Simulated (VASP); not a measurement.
# TaN (F-43m) in VASP: settings compared, part 2 of 3

VASP 6.6.1. The steps go on from the part before.

**3. RPA correlation energy, PBE (volume scaled by 0.96)**

Contents of POSCAR:

```
TaN
1.0
    0.0000000000      2.4574755378      2.4574755378
    2.4574755378      0.0000000000      2.4574755378
    2.4574755378      2.4574755378      0.0000000000
Ta N
1 1
Direct
    0.0000000000      0.0000000000      0.0000000000
    0.2500000000      0.2500000000      0.2500000000
```

Contents of INCAR.step1:

```
ALGO = Normal
EDIFF = 1E-8
ENCUT = 350
GGA = PE
ISMEAR = 0
LASPH = T
LCHARG = F
LREAL = F
LWAVE = T
NELM = 80
PREC = Accurate
SIGMA = 0.05
```

Contents of INCAR.step2:

```
AEXX = 1.0
AGGAC = 0.0
ALDAC = 0.0
ALGO = EIGENVAL
EDIFF = 1E-8
ENCUT = 350
GGA = PE
ISMEAR = 0
ISTART = 1
LASPH = T
LCHARG = F
LHFCALC = T
LREAL = F
LWAVE = F
NELM = 1
PREC = Accurate
PRECFOCK = Fast
SIGMA = 0.05
```

Contents of INCAR.step3:

```
ALGO = Exact
EDIFF = 1E-8
ENCUT = 350
GGA = PE
ISMEAR = 0
ISTART = 1
LASPH = T
LCHARG = F
LOPTICS = T
LREAL = F
LWAVE = T
NBANDS = 459
NELM = 1
PREC = Accurate
SIGMA = 0.05
```

Contents of INCAR.step4:

```
ALGO = ACFDT
EDIFF = 1E-8
ENCUT = 350
ENCUTGW = 250
GGA = PE
ISMEAR = 0
ISTART = 1
LASPH = T
LCHARG = F
LREAL = F
LWAVE = F
NBANDS = 459
NELM = 80
NOMEGA = 12
PREC = Accurate
PRECFOCK = Fast
SIGMA = 0.05
```

Contents of KPOINTS:

```
k-points
0
Gamma
  4 4 4
```

Potentials or basis: VASP PAW PBE potentials, release 64 (Ta_sv_GW, N_GW).

On the command line:

```bash
$ cat potpaw_PBE.64/Ta_sv_GW/POTCAR potpaw_PBE.64/N_GW/POTCAR > POTCAR
$ cp INCAR.step1 INCAR
$ mpirun -np 1 vasp_std > vasp.out
$ cp INCAR.step2 INCAR
$ mpirun -np 1 vasp_std > vasp.out
$ cp INCAR.step3 INCAR
$ mpirun -np 1 vasp_std > vasp.out
$ cp INCAR.step4 INCAR
$ mpirun -np 1 vasp_std > vasp.out
```

OUTCAR:

```text
EDIFF = 1E-8
   ENCUT = 350
   ENCUTGW = 250
   GGA = PE
   ISMEAR = 0
   ISTART = 1
   LASPH = T
   LREAL = F
   NELM = 80
   PREC = Accurate
   PRECFOCK = Fast

 ion  position               nearest neighbor table
   1  0.000  0.000  0.000-   2 2.13   2 2.13   2 2.13   2 2.13
   2  0.250  0.250  0.250-   1 2.13   1 2.13   1 2.13   1 2.13

  LATTYP: Found a face centered cubic cell.
 ALAT       =     4.9149510756

  Lattice vectors:

 A1 = (   0.0000000000,   2.4574755378,   2.4574755378)
 A2 = (   2.4574755378,   0.0000000000,   2.4574755378)
 A3 = (   2.4574755378,   2.4574755378,   0.0000000000)

Analysis of symmetry for initial positions (statically):
=====================================================================
 Subroutine PRICEL returns:
 Original cell was already a primitive cell.

 Routine SETGRP: Setting up the symmetry group for a
 face centered cubic supercell.

 Subroutine GETGRP returns: Found 24 space group operations
 (whereof 24 operations were pure point group operations)
 out of a pool of 48 trial point group operations.

The static configuration has the point symmetry T_d .

Analysis of symmetry for dynamics (positions and initial velocities):
=====================================================================
 Subroutine PRICEL returns:
 Original cell was already a primitive cell.

 Routine SETGRP: Setting up the symmetry group for a
 face centered cubic supercell.

 Subroutine GETGRP returns: Found 24 space group operations
 (whereof 24 operations were pure point group operations)
 out of a pool of 48 trial point group operations.

The dynamic configuration has the point symmetry T_d .

 Subroutine INISYM returns: Found 24 space group operations
 (whereof 24 operations are pure point group operations),
 and found     1 'primitive' translations

----------------------------------------------------------------------------------------

                                     Primitive cell

  volume of cell :      29.6823

  direct lattice vectors                    reciprocal lattice vectors
     0.000000000  2.457475538  2.457475538    -0.203460825  0.203460825  0.203460825
     2.457475538  0.000000000  2.457475538     0.203460825 -0.203460825  0.203460825
     2.457475538  2.457475538  0.000000000     0.203460825  0.203460825 -0.203460825

  length of vectors
     3.475395235  3.475395235  3.475395235     0.352404486  0.352404486  0.352404486

  position of ions in fractional coordinates (direct lattice)
     0.000000000  0.000000000  0.000000000
     0.250000000  0.250000000  0.250000000

  ion indices of the primitive-cell ions
   primitive index   ion index
                 1           1
                 2           2

----------------------------------------------------------------------------------------

 KPOINTS: k-points

Automatic generation of k-mesh.
 Grid dimensions read from file:
 generate k-points for:    4    4    4

 Generating k-lattice:

  Cartesian coordinates                     Fractional coordinates (reciprocal lattice)
    -0.050865206  0.050865206  0.050865206     0.250000000  0.000000000  0.000000000
     0.050865206 -0.050865206  0.050865206     0.000000000  0.250000000  0.000000000
     0.050865206  0.050865206 -0.050865206     0.000000000  0.000000000  0.250000000

  Length of vectors
     0.088101122  0.088101122  0.088101122

  Shift w.r.t. Gamma in fractional coordinates (k-lattice)
     0.000000000  0.000000000  0.000000000

 Subroutine IBZKPT returns following result:
 ===========================================

 Found      8 irreducible k-points:

 Following reciprocal coordinates:
            Coordinates               Weight
  0.000000  0.000000  0.000000      1.000000
  0.250000  0.000000  0.000000      8.000000
  0.500000  0.000000  0.000000      4.000000
  0.250000  0.250000  0.000000      6.000000
  0.500000  0.250000  0.000000     24.000000
 -0.250000  0.250000  0.000000     12.000000
  0.500000  0.500000  0.000000      3.000000
 -0.250000  0.500000  0.250000      6.000000
   k-points           NKPTS =      8   k-points in BZ     NKDIM =     64   number of bands    NBANDS=    459
   number of dos      NEDOS =    301   number of ions     NIONS =      2
   total plane-waves  NPLWV =  13824
   dimension x,y,z NGX =    24 NGY =   24 NGZ =   24
   dimension x,y,z NGXF=    48 NGYF=   48 NGZF=   48
   ions per type =               1   1
   NGX,Y,Z   is equivalent  to a cutoff of  11.48, 11.48, 11.48 a.u.
   NGXF,Y,Z  is equivalent  to a cutoff of  22.96, 22.96, 22.96 a.u.
 SYSTEM =  unknown system
   PREC   = accura    normal or accurate (medium, high low for compatibility)
   ISTART =      1    job   : 0-new  1-cont  2-samecut
   ICHARG =      0    charge: 1-file 2-atom 10-const
   ISPIN  =      1    spin polarized calculation?
   LNONCOLLINEAR =      F non collinear calculations
   LSORBIT =      F    spin-orbit coupling
   LASPH  =      T    aspherical Exc in radial PAW
   ENCUT  =  350.0 eV  25.72 Ry    5.07 a.u.   5.30  5.30  5.30*2*pi/ulx,y,z
   NELM   =     80;   NELMIN=  2; NELMDL=  0     # of ELM steps
   EDIFF  = 0.1E-07   stopping-criterion for ELM
   LREAL  =      F    real-space projection
   EDIFFG = 0.1E-06   stopping-criterion for IOM
   NSW    =      0    number of steps for IOM
   IBRION =     -1    ionic relax: 0-MD 1-quasi-New 2-CG
   NFREE  =      0    steps in history (QN), initial steepest desc. (CG)
   ISIF   =      0    stress and relaxation
   ISYM   =      3    0-nonsym 1-usesym 2-fastsym
   POTIM  = 0.5000    time-step for ionic-motion
   TEBEG  =    0.0;   TEEND  =   0.0 temperature during run
   PSTRESS=    0.0 pullay stress
   NELECT =      18.0000    total number of electrons
   NUPDOWN=      -1.0000    fix difference up-down
   EMIN   =  10.00;   EMAX   =-10.00  energy-range for DOS
   EFERMI =   0.00;   METHOD = LEGACY
   ISMEAR =     0;   SIGMA  =   0.05  broadening in eV -4-tet -1-fermi 0-gaus
   EFERMI_NEDOS =   21; number of points for ismear=-14 and -15
   IALGO  =     38    algorithm
   IMIX   =      4    mixing-type and parameters
     AMIX     =   0.40;   BMIX     =  1.00
     AMIX_MAG =   1.60;   BMIX_MAG =  1.00
  volume/ion in A,a.u.               =      14.84       100.15
  Fermi-wavevector in a.u.,A,eV,Ry     =   1.385691  2.618577 26.125093  1.920140
  Thomas-Fermi vector in A             =   2.510077
   LORBIT       =      0    0 simple, 1 ext, 2 COOP (PROOUT), +10 PAW based schemes
   GGA     = PE    functional components
   LHFCALC =     T    Hartree Fock is set to
   PRECFOCK=fast      Normal, Fast or Accurate (Low or Medium for compatibility)
   ENCUT4O =  -1.0   cutoff for four orbital integrals eV
   NKREDX  =     1    reduce k-point grid by
   NKREDY  =     1    reduce k-point grid by
   NKREDZ  =     1    reduce k-point grid by
   AEXX    =    1.0000 exact exchange contribution
   HFSCREEN=    0.0000 screening length (either q_TF or 0.3 A-1)
   HFSCREENC=   0.0000 screening length for correlation (either q_TF or 0.3 A-1)
   ENCUTFOCK=  -1.0 apply spherical cutoff to Coloumb kernel
   IVDW    =     0    specifies the selected vdW correction
   LEPSILON=     F    determine dielectric tensor
   LRPA    =     F    only Hartree local field effects (RPA)
   LRPAFORCE           =     F    calculate RPA forces
   ENCUTGW             = 250.0    cutoff for response function in eV
   ENCUTGWSOFT         = 200.0    soft cutoff for Coulomb kernel in GW response function in eV
   ENCUTLF             =  -1.0    cutoff for local field effects
   NELMGW              =     1    number of iterations in solving QP/BSE equation
   NELMHF              =     1    number of iterations in the inner HF iteration
   NKREDLFX            =     1    NKREDLFY  =   1   NKREDLFZ  =   1
 non-spin polarized calculation
 Gauss-broadening in eV      SIGMA  =   0.05
  energy-cutoff  :      350.00
  volume of cell :       29.68
 maximum number of plane-waves:       459
 NGX is ok and might be reduce to    24
  NGX = 14; NGY = 14; NGZ = 14
   NGX = 11   NGY = 11   NGZ = 11
 maximum number of plane-waves:       283

      cutoff energy     smooth cutoff   RPA   correlation   Hartree contr. to MP2
---------------------------------------------------------------------------------
            250.000           200.000      -27.7994395203     -128.5537637529
            238.095           190.476      -27.5901477044     -128.3219476226
            226.757           181.406      -27.3702694231     -128.0769108494
            215.959           172.768      -27.1385561077     -127.8168750824
            205.676           164.541      -26.8937217056     -127.5400829750
            195.882           156.705      -26.6415617436     -127.2526407972
            186.554           149.243      -26.3777495109     -126.9490013315
            177.670           142.136      -26.1026634574     -126.6292686383
  linear regression
  converged value                          -30.3151696347     -131.4140302991
```

It took 11 min on 1 thread of Intel Xeon Platinum 8259CL at 2.50GHz (Skylake/Cascade Lake), shared host; peak memory 0.37 GiB.

The run converged, but a check on its numbers failed (symmetry, net force, bounds or a known fault of this set-up), so they aren't taken as properties of the crystal.

Caveat: the k mesh is coarse (spacing up to 0.55 Å⁻¹), so the values aren't converged; the cutoff lies under the usual one of these potentials, so the numbers hold a large basis-set error; the ground state has no gap, which makes the many-body step unreliable.

(Part 2 of 3 ends here.)
